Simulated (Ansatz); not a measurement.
# Zone-centre phonons of HgTe at 6 GPa: input and output

Computed with Ansatz, DFT PBEsol, scalar-relativistic, plane waves, PAW.

Launched with:
```bash
ansatz run input.yaml --threads 1 --pin off --max-ram 3072MiB --backend cpu --events-out ev --progress --plain --runs-dir out
```

Input (bare energies are in eV):
```yaml
crystal:
  lattice:
    - [0.0, 3.1399537871, 3.1399537871]
    - [3.1399537871, 0.0, 3.1399537871]
    - [3.1399537871, 3.1399537871, 0.0]
  atoms:
    - { symbol: Hg, position: [0.0, 0.0, 0.0] }
    - { symbol: Te, position: [0.75, 0.75, 0.75] }
basis:
  ecutwfc: 420
kpoints:
  mp_grid: { grid: [12, 12, 12] }
hamiltonian:
  xc: pbesol
scf:
  occupations: { method: fermi_dirac, width: 0.15 }
output:
  eigenvalues: true
phonons:
  method: dfpt
  eigenvectors: true
```

Results section of the output:
```
--- Phonons (Γ-DFPT): 2 representative perturbations + reference, on 163 of 1728 k-points (Σ response iterations 6) ---
  k mesh reduced under 8 symmetry operations, with k and −k counted as one. Each operation leaves every solved displacement unchanged or reverses it
  ASR residual: 5.461e-5 → 0.000e0 eV/Å²; symmetrization residual: 5.436e-5 eV/Å²
  ASR residual per site (eV/Å²): 5.46e-5 1.43e-5
  Γ frequencies (cm⁻¹): 0.00 0.00 0.00 137.76 137.76 137.76
  non-analytic LO–TO correction: not included (Born effective charges unavailable; polar crystals: no LO–TO splitting at Γ)
```

The run took 89 s on 1 thread of Arm Neoverse V1, with other jobs on the host, peak memory 0.84 GiB.

Without a gap, frequencies and elastic constants depend on the k mesh and the smearing, soft modes and shear constants most. Spin–orbit coupling is left out, which can shift energies with elements as heavy as these.

The bands only touch here, so at this level the crystal is a zero-gap semiconductor or semimetal, not an ordinary metal; spin–orbit coupling, left out, moves these levels but leaves zinc-blende mercury chalcogenides without a gap.